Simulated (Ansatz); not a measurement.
## CdS (F-43m): G0W0 against its settings

A 2-atom cell of CdS started from a crystallographic database, relaxed with r2SCAN; one-shot G0W0 in Ansatz without spin-orbit coupling. Spin-unpolarised throughout; all numbers are computed.

```cif
data_structure
_symmetry_space_group_name_H-M 'F-43m'
_symmetry_Int_Tables_number 216
_cell_length_a 5.8784
_cell_length_b 5.8784
_cell_length_c 5.8784
_cell_angle_alpha 90.000
_cell_angle_beta 90.000
_cell_angle_gamma 90.000
_cell_volume 203.13
loop_
_atom_site_label
_atom_site_type_symbol
_atom_site_symmetry_multiplicity
_atom_site_Wyckoff_symbol
_atom_site_fract_x
_atom_site_fract_y
_atom_site_fract_z
_atom_site_occupancy
Cd1 Cd 4 a 0.00000 0.00000 0.00000 1
S1 S 4 d 0.25000 0.25000 0.75000 1
```

Gaps are read over the mesh points alone. G0W0 values are finite-basis, finite-mesh values.
```csv
start,potentials,frequency model,mesh,empty bands,screening cutoff (eV),Kohn-Sham gap (eV),G0W0 gap (eV)
PBE,PAW,contour deformation,6×6×6,115,100,1.09,1.82
PBE,PAW,contour deformation,6×6×6,278,180,1.09,1.87
HSE06,PAW,contour deformation,6×6×6,278,180,2.11,2.47
r2SCAN,PAW,contour deformation,6×6×6,278,180,1.54,2.18
PBE0,PAW,contour deformation,6×6×6,278,180,2.75,2.67
PBE,PAW,Godby-Needs pole,6×6×6,278,180,1.09,1.92
PBE,PAW,contour deformation,8×8×8,82,80,1.10,1.82
PBE,norm-conserving,contour deformation,6×6×6,278,180,1.09,1.88
```

Over the mesh points the PBE gap of 1.09 eV becomes a quasiparticle gap of 1.87 eV (direct at Γ), a change of +0.78 eV. Renormalisation factors Z lie between 0.72 and 0.79.

Raising bands and cutoff together moves the gap by +0.05 eV (100 to 180 eV); the last step is still large, so the basis limit isn't reached. Starting from HSE06 (2.11 eV against PBE's 1.09 eV) gives 2.47 eV, +0.60 eV from G0W0@PBE at the same screening cutoff. Starting from r2SCAN (1.54 eV against PBE's 1.09 eV) gives 2.18 eV, +0.31 eV from G0W0@PBE at the same screening cutoff. Starting from PBE0 (2.75 eV against PBE's 1.09 eV) gives 2.67 eV, +0.80 eV from G0W0@PBE at the same screening cutoff. The Godby-Needs plasmon pole differs from contour deformation by +0.05 eV. Norm-conserving potentials (wave cutoff 1071 eV against 420 eV) shift the quasiparticle gap by +0.01 eV and the PBE gap by 0.00 eV. r2SCAN runs take a wave cutoff of 500 eV.

The program warns that the k mesh is coarse for exact exchange in some of these runs, so their gaps aren't converged.

With a shallow d shell on the cation, G0W0 converges slowly in bands and cutoff, so these values are in doubt.
